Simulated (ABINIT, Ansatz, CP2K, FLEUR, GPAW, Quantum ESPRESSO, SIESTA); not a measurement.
BaF2 (Fm-3m, 3 atoms in the cell) computed with different codes at matched settings

Self-consistent single point, at a second geometry (lattice scaled by 0.98). First geometry:

```
CELL_PARAMETERS angstrom
      0.00000     3.10000     3.10000
      3.10000     0.00000     3.10000
      3.10000     3.10000     0.00000
ATOMIC_POSITIONS crystal
  Ba 0.00000 0.00000 0.00000
  F  0.25000 0.25000 0.25000
  F  0.75000 0.75000 0.75000
```

Shared settings, as Ansatz (a program for electronic structure) writes them: kpoints.mp_grid.grid = 6 6 6; scf.occupations.method = fermi_dirac; scf.occupations.width = 0.01 eV. Potentials and cutoffs stand in the table.

| code | model | ΔF from the first geometry (meV/atom) | pressure (GPa) | gap on the mesh (eV) | cutoff |
|---|---|---|---|---|---|
| ABINIT | PBE, PAW (JTH v2.0 PBE PAW) | 31.8 | 6.44 | 7.060 | 48 Ry |
| CP2K | PBE, GPW, DZVP-MOLOPT-SR-GTH basis, GTH-PBE potentials (GTH_POTENTIALS) | 39.0 | 7.84 | 7.288 | grid 550 Ry |
| Quantum ESPRESSO | PBE, SSSP 1.1.2 efficiency (PBE) pseudopotentials | 27.8 | 6.07 | 7.083 | 45 Ry |
| FLEUR | PBE, all-electron FLAPW (FLEUR), scalar-relativistic valence | 24.1 | – | 7.298 | Kmax 3.8 1/bohr |
| SIESTA | GGA PBE, numerical atomic orbitals TZP, PseudoDojo PBE standard norm-conserving potentials (rewritten from UPF to PSML) | 24.8 | 5.63 | 6.560 | grid 300 Ry |
| GPAW | PBE, GPAW PAW datasets PBE (gpaw-data 1.0.1) | 30.5 | – | 7.077 | 950 eV |
| Ansatz | PBE, default PAW files | 23.7 | 5.04 | 7.135 | default |

For Ansatz (by 0.4 GPa) the energy change implies a higher mean pressure, against the two pressures, than for the other programs: a sign of finite-basis (Pulay) stress.

A dash marks a value that a program does not give, or that is left out as unsure.

Gaps are read on the mesh.

The spread over the programs that give each value: ΔF from the first geometry within 15.3 meV/atom; pressure within 2.80 GPa; gap on the mesh within 0.738 eV.

CP2K and SIESTA use small atom-centred bases, whose incompleteness enters pressures, forces and empty levels differently from a plane-wave cutoff. FLEUR treats all electrons, but the usual bases taken here (sphere radii, linearisation, local orbitals, empty states) were not tested for convergence, so the values are no reference for the others. Ansatz's pressure is given at a fixed set of plane waves, as the other plane-wave codes print theirs; with its correction for the finite basis it is 5.45 GPa (the shift of 0.42 GPa shows how far the cutoff is from converged). The pressure of GPAW is left out: its cutoff lies under the one at which its stress was checked. In the pressure, CP2K (by 1.77) and Ansatz (by 1.03) lie more than 1 GPa from the median of the plane-wave programs. In the gap, CP2K (by 0.208), FLEUR (by 0.218) and SIESTA (by 0.520) lie more than 0.12 eV from the median of the plane-wave programs.

The starting cell has typed, rounded lattice constants, without a prior relaxation at this level. For this run, on top of that: lattice scaled by 0.98.

Left out of this page: Elk (unsound by tests on forces, stress, charge or solver warnings).

Keys are those of Ansatz 0.2.
